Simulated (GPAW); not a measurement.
CuAu:

```
Au Cu
1.0
     2.81075    0.00000    0.00000
     0.00000    2.81075    0.00000
     0.00000    0.00000    3.68500
Au Cu
1 1
Direct
  0.00000 0.00000 0.00000
  0.50000 0.50000 0.50000
```

| Quantity | Value |
| --- | --- |
| Program | GPAW 26.7.0 |
| Task | single point |
| Functional | PBEsol |
| Potentials or basis | PAW data sets generated in the run's folder for this functional |
| Cutoff | 600 eV |
| Basis | pw |
| k mesh | 9 × 9 × 7 |
| Occupations | fermi-dirac, width 0.05 eV |
| Spin | no spin polarisation |

On this cell: pressure -1.5 GPa; largest force under 0.003 eV/Å; band gap on the k mesh none (metal or under the smearing width).

The same run follows on a disturbed copy (atoms moved at random, drawn with an rms of 0.05 Å):

```
Au Cu
1.0
     2.81075    0.00000    0.00000
     0.00000    2.81075    0.00000
     0.00000    0.00000    3.68500
Au Cu
1 1
Direct
  0.99294 0.00315 0.98443
  0.49656 0.48971 0.49476
```

Task: What does the disturbed cell give?

Result: The energy (extrapolated to zero smearing) moves by +3.9 meV/atom; pressure -1.3 GPa; largest force 0.299 eV/Å; band gap on the k mesh none (metal or under the smearing width).

Forces in eV/Å, atoms in the order of the input:
```
Au   0.036 -0.133  0.266
Cu  -0.036  0.133 -0.266
```

Stress tensor (GPa, compression positive):
```
-1.08 -0.02  0.05
-0.02 -1.13 -0.18
 0.05 -0.18 -1.75
```

Caveats: with these Cu and Au data sets, volumes or pressures lay over 1.5 % or 2 GPa off other programs in two to four cells of ten.
